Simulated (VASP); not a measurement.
# MgS in VASP: one cell, several levels of theory, part 2 of 2

The system is MgS, a lower-symmetry cell derived from the zincblende prototype, a generated structure that needn't be the ground state.

VASP 6.6.1, plane waves, PAW. Earlier steps stand in the parts before.

## Step 3: Single point with r2SCAN

Contents of INCAR:

```
ENCUT = 520.000000
SIGMA = 0.010000
EDIFF = 1.00e-07
ALGO = Normal
METAGGA = R2SCAN
PREC = Accurate
IBRION = -1
ISIF = 2
ISMEAR = 0
NBANDS = 11
NELM = 120
NSW = 0
LASPH = .TRUE.
LCHARG = .FALSE.
LWAVE = .FALSE.
LREAL = .FALSE.
```

Contents of KPOINTS:

```
KPOINTS created by Atomic Simulation Environment
0
Gamma
8 8 8
0 0 0
```

Contents of KPOINTS_OPT:

```
special points
6
Reciprocal
0.0000000000 0.0000000000 0.0000000000 1
-0.5000000000 -0.5000000000 0.0000000000 1
-0.3750000000 -0.3750000000 0.2500000000 1
-0.3750000000 0.0000000000 0.3750000000 1
0.0000000000 0.0000000000 0.5000000000 1
-0.5000000000 -0.2500000000 0.2500000000 1
```

Contents of POSCAR:

```
Mg S
 1.0000000000000000
     0.0424631526000000    2.8308768410999998    2.8308768410999998
     2.8308768410999998    0.0424631526000000    2.8308768410999998
     2.8733399937000002    2.8733399937000002    0.0000000000000000
 Mg  S
   1   1
Cartesian
 -0.0000000000000000 -0.0000000000000000  0.0155944208822130
  1.4366699968499999  1.4366699968499999  1.3998439996677867
```

Launch:

```console
$ mpirun -np 1 vasp_std
```

Standard output, without the iteration lines:

```text
POSCAR found type information on POSCAR MgS
 POSCAR found :  2 types and       2 ions
 -----------------------------------------------------------------------------
|                                                                             |
|                                                                             |
|     You enforced a specific xc type in the INCAR file but a different       |
|     I HOPE YOU KNOW WHAT YOU ARE DOING!                                     |
|                                                                             |
 -----------------------------------------------------------------------------

 LDA part: xc-table for (None), standard interpolation
 POSCAR, INCAR and KPOINTS ok, starting setup
 FFT: planning ... GRIDC
 FFT: planning ... GRID_SOFT
 FFT: planning ... GRID
 WAVECAR not read
 entering main loop
 Start KPOINTS_OPT (optional k-point list driver)
k-point batch [1-6\6]
```

OSZICAR:

```text
N       E                     dE             d eps       ncg     rms          rms(c)
DAV:   1     0.176833925758E+02    0.17683E+02   -0.34841E+03  2130   0.590E+02
DAV:   2    -0.151931189227E+02   -0.32877E+02   -0.31335E+02  2579   0.104E+02
DAV:   3    -0.172136899453E+02   -0.20206E+01   -0.20173E+01  2575   0.276E+01
DAV:   4    -0.172302004907E+02   -0.16511E-01   -0.16509E-01  2503   0.302E+00
DAV:   5    -0.172303976948E+02   -0.19720E-03   -0.19720E-03  2653   0.324E-01    0.422E+00
DAV:   6    -0.154265839421E+02    0.18038E+01   -0.12624E+00  2267   0.556E+00    0.425E+00
DAV:   7    -0.154336699623E+02   -0.70860E-02   -0.26250E-01  2435   0.232E+00    0.267E+00
DAV:   8    -0.154460113843E+02   -0.12341E-01   -0.10974E-02  2288   0.778E-01    0.117E-01
DAV:   9    -0.154462849423E+02   -0.27356E-03   -0.22200E-04  2878   0.935E-02    0.108E-01
DAV:  10    -0.154465157300E+02   -0.23079E-03   -0.23486E-04  2246   0.133E-01    0.436E-02
DAV:  11    -0.154465173804E+02   -0.16504E-05   -0.15397E-06  2770   0.890E-03    0.689E-03
DAV:  12    -0.154465171270E+02    0.25339E-06   -0.22600E-07  2366   0.325E-03    0.251E-03
DAV:  13    -0.154465171641E+02   -0.37064E-07   -0.34574E-08  1648   0.137E-03
   1 F= -.15446517E+02 E0= -.15446517E+02  d E =-.260815E-41
       N       E                     dE             ncg
DAV:   1     0.143058100660E+04   -0.15888E+04      132
DAV:   2     0.124155394289E+04   -0.18903E+03      161
DAV:   3     0.123134442500E+04   -0.10210E+02      168
DAV:   4     0.123125483874E+04   -0.89586E-01      163
DAV:   5     0.123125380888E+04   -0.10299E-02      173
DAV:   6     0.123125378811E+04   -0.20764E-04      166
DAV:   7     0.123125378760E+04   -0.50904E-06      165
DAV:   8     0.123125378759E+04   -0.14433E-07      169
```

Parts of OUTCAR:

```text
k-points           NKPTS =     95   k-points in BZ     NKDIM =     95   number of bands    NBANDS=     11

   NELECT =       8.0000    total number of electrons

   dimension x,y,z NGX =    30 NGY =   30 NGZ =   30
   dimension x,y,z NGXF=    60 NGYF=   60 NGZF=   60

  energy-cutoff  :      520.00
  volume of cell :       45.36
      direct lattice vectors                 reciprocal lattice vectors
     0.042463153  2.830876841  2.830876841    -0.179313422  0.179313422  0.176623721
     2.830876841  0.042463153  2.830876841     0.179313422 -0.179313422  0.176623721
     2.873339994  2.873339994  0.000000000     0.174013518  0.174013518 -0.176623721

 k-points in reciprocal lattice and weights: KPOINTS created by Atomic Simulation Env
   0.00000000  0.00000000  0.00000000       0.002
   0.12500000 -0.00000000  0.00000000       0.008
   0.25000000 -0.00000000  0.00000000       0.008
   0.37500000 -0.00000000  0.00000000       0.008
   0.50000000 -0.00000000  0.00000000       0.004
   0.12500000  0.12500000  0.00000000       0.004
   0.25000000  0.12500000  0.00000000       0.008
   0.37500000  0.12500000  0.00000000       0.008
[... 87 more k-points ...]

 E-fermi :   0.9578

 k-point     1 :       0.0000    0.0000    0.0000
  band No.  band energies     occupation
      1     -10.9671      2.00000
      2       0.6860      2.00000
      3       0.7699      2.00000
      4       0.8659      2.00000
      5       4.8909      0.00000
      6       9.1654      0.00000
      7       9.3778      0.00000
      8       9.5742      0.00000
      9      12.2267      0.00000
     10      12.2375      0.00000
     11      15.4388      0.00000

 k-point     2 :       0.1250   -0.0000    0.0000
  band No.  band energies     occupation
      1     -10.8745      2.00000
      2       0.1678      2.00000
      3       0.6328      2.00000
      4       0.7429      2.00000
      5       5.5239      0.00000
      6       9.3008      0.00000
      7       9.3634      0.00000
      8       9.6369      0.00000
      9      11.7143      0.00000
     10      11.7709      0.00000
     11      14.6596      0.00000

 k-point     3 :       0.2500   -0.0000    0.0000
  band No.  band energies     occupation
      1     -10.6348      2.00000
      2      -1.0221      2.00000
      3       0.5125      2.00000
      4       0.6037      2.00000
      5       6.3599      0.00000
      6       9.3230      0.00000
      7       9.4103      0.00000
      8       9.6030      0.00000
      9      11.7246      0.00000
     10      11.9404      0.00000
     11      13.7473      0.00000

 k-point     4 :       0.3750   -0.0000    0.0000
  band No.  band energies     occupation
      1     -10.3669      2.00000
      2      -1.9825      2.00000
      3       0.4024      2.00000
      4       0.4777      2.00000
      5       6.5266      0.00000
      6       9.0108      0.00000
      7       9.1657      0.00000
      8       9.8475      0.00000
      9      13.0906      0.00000
     10      13.3771      0.00000
     11      13.8568      0.00000

 k-point     5 :       0.5000   -0.0000    0.0000
  band No.  band energies     occupation
      1     -10.2454      2.00000
      2      -2.3492      2.00000
      3       0.3594      2.00000
      4       0.4285      2.00000
      5       6.4923      0.00000
      6       8.8211      0.00000
      7       8.9783      0.00000
      8      10.0418      0.00000
      9      14.5748      0.00000
     10      14.6091      0.00000
     11      14.8507      0.00000

 k-point     6 :       0.1250    0.1250    0.0000
  band No.  band energies     occupation
      1     -10.8478      2.00000
      2       0.1218      2.00000
      3       0.4947      2.00000
      4       0.6923      2.00000
      5       5.7463      0.00000
      6       8.8373      0.00000
      7       9.6311      0.00000
      8       9.9953      0.00000
      9      10.7774      0.00000
     10      12.5109      0.00000
     11      16.0148      0.00000

 k-point     7 :       0.2500    0.1250    0.0000
  band No.  band energies     occupation
      1     -10.6601      2.00000
      2      -0.7204      2.00000
      3       0.3223      2.00000
      4       0.5155      2.00000
      5       6.5124      0.00000
      6       8.6655      0.00000
      7       9.5319      0.00000
      8       9.9708      0.00000
      9      11.0293      0.00000
     10      12.6486      0.00000
     11      15.0152      0.00000

 k-point     8 :       0.3750    0.1250    0.0000
  band No.  band energies     occupation
      1     -10.3989      2.00000
      2      -1.6506      2.00000
      3       0.2166      2.00000
      4       0.2682      2.00000
      5       6.8434      0.00000
      6       8.5907      0.00000
      7       9.6096      0.00000
      8       9.6971      0.00000
      9      12.3040      0.00000
     10      13.6958      0.00000
     11      14.5913      0.00000

 k-point     9 :       0.5000    0.1250    0.0000
  band No.  band energies     occupation
      1     -10.2190      2.00000
      2      -2.1812      2.00000
      3       0.0575      2.00000
      4       0.2283      2.00000
      5       6.9294      0.00000
      6       8.2006      0.00000
      7       9.3049      0.00000
      8      10.4892      0.00000
      9      13.5565      0.00000
     10      14.6278      0.00000
     11      15.4757      0.00000

 k-point    10 :      -0.3750    0.1250    0.0000
  band No.  band energies     occupation
      1     -10.2541      2.00000
      2      -2.0784      2.00000
      3      -0.0137      2.00000
      4       0.3493      2.00000
      5       7.0622      0.00000
      6       8.2665      0.00000
      7       9.2187      0.00000
      8      10.2247      0.00000
      9      12.7475      0.00000
     10      14.3900      0.00000
     11      15.7299      0.00000

 k-point    11 :      -0.2500    0.1250    0.0000
  band No.  band energies     occupation
      1     -10.4761      2.00000
      2      -1.3928      2.00000
      3       0.0987      2.00000
      4       0.5195      2.00000
      5       6.9951      0.00000
      6       8.7828      0.00000
      7       9.3673      0.00000
      8       9.5091      0.00000
      9      11.0948      0.00000
     10      13.8200      0.00000
     11      14.7457      0.00000

 k-point    12 :      -0.1250    0.1250    0.0000
  band No.  band energies     occupation
      1     -10.7293      2.00000
      2      -0.4616      2.00000
      3       0.3939      2.00000
      4       0.6422      2.00000
      5       6.2507      0.00000
      6       8.9877      0.00000
      7       9.6027      0.00000
      8       9.6909      0.00000
      9      10.7171      0.00000
     10      12.3664      0.00000
     11      15.1666      0.00000

 k-point    13 :       0.2500    0.2500    0.0000
  band No.  band energies     occupation
      1     -10.5402      2.00000
      2      -0.9474      2.00000
      3       0.0847      2.00000
      4       0.3154      2.00000
      5       6.4689      0.00000
      6       7.9640      0.00000
      7       9.8496      0.00000
      8      10.8499      0.00000
      9      11.1126      0.00000
     10      13.3115      0.00000
     11      17.1662      0.00000

 k-point    14 :       0.3750    0.2500    0.0000
  band No.  band energies     occupation
      1     -10.3316      2.00000
      2      -1.4878      2.00000
      3      -0.0643      2.00000
      4      -0.0146      2.00000
      5       6.3037      0.00000
      6       7.9953      0.00000
      7       9.9101      0.00000
      8      11.0744      0.00000
      9      12.3942      0.00000
     10      14.2310      0.00000
     11      16.3281      0.00000

 k-point    15 :       0.5000    0.2500    0.0000
  band No.  band energies     occupation
      1     -10.1514      2.00000
      2      -1.8410      2.00000
      3      -0.5215      2.00000
      4      -0.0574      2.00000
      5       6.3896      0.00000
      6       8.5080      0.00000
      7      10.1104      0.00000
      8      10.6236      0.00000
      9      13.3044      0.00000
     10      14.8296      0.00000
     11      16.1449      0.00000

 k-point    16 :      -0.3750    0.2500    0.0000
  band No.  band energies     occupation
      1     -10.1211      2.00000
      2      -1.8358      2.00000
      3      -0.8393      2.00000
      4       0.1016      2.00000
      5       6.8418      0.00000
      6       8.5924      0.00000
      7      10.2159      0.00000
      8      10.3071      0.00000
      9      12.8387      0.00000
     10      13.4121      0.00000
     11      16.5573      0.00000

[... the tables of k-points 17 to 95 left out ...]

  Total       -0.0767544     -0.0767544     -0.0864397     -0.2793386      0.0000000      0.0000000
  in kB       -2.7109312     -2.7109312     -3.0530125     -9.8661181      0.0000000      0.0000000
  external PRESSURE =      -2.8249583 kB  Pullay stress =       0.0000000 kB

 POSITION                                       TOTAL-FORCE (eV/Angst)
 -----------------------------------------------------------------------------------
      2.87334      2.87334      0.01559        -0.000000     -0.000000      0.001423
      1.43667      1.43667      1.39984         0.000000      0.000000     -0.001423
 -----------------------------------------------------------------------------------
    total drift:                               -0.000005     -0.000005     -0.002040

  FREE ENERGIE OF THE ION-ELECTRON SYSTEM (eV)
  ---------------------------------------------------
  free  energy   TOTEN  =       -15.4465171641 eV

  energy  without entropy=      -15.4465171641  energy(sigma->0) =      -15.44651716
```

Hardware: 1 MPI rank of Intel Xeon Platinum 8488C, shared host.

The levels at the points of KPOINTS_OPT are read from vasprun.xml.

Levels at the named points, in eV from the top of band v (v: the last filled band by count, c: the next):

```
point    v−1      v     c   c+1
    Γ  -0.10   0.00  4.03  8.30
    X  -1.27  -1.01  4.21  6.19
    U  -2.04  -0.80  5.29  7.39
    K  -1.99  -0.92  5.22  7.52
    L  -0.41  -0.33  5.76  8.12
    W  -1.96  -1.42  5.88  8.59
```

The r2SCAN gap is 4.03 eV, direct at Γ. The pressure is -0.28 GPa; the forces vanish within 0.01 eV/Å.

## Step 4: What came out

This closing draws on all 2 parts.

```
 level  gap (eV)  pressure (GPa)  Ansatz: gap (eV)  Ansatz: pressure (GPa)
   PBE      3.36            0.92              3.37                    1.08
r2SCAN      4.03           -0.28              4.04                    0.00
```

The gap spans 3.36 eV (PBE) to 4.03 eV (r2SCAN). At this one volume the pressure spans -0.3 GPa (r2SCAN) to 0.9 GPa (PBE): PBE wants the largest cell and r2SCAN the smallest. The two programs agree on the gap within 0.02 eV, far less than the spread between functionals. The two codes have different PAW datasets and cutoffs. VASP's cell holds 8 valence electrons and Ansatz's 16.
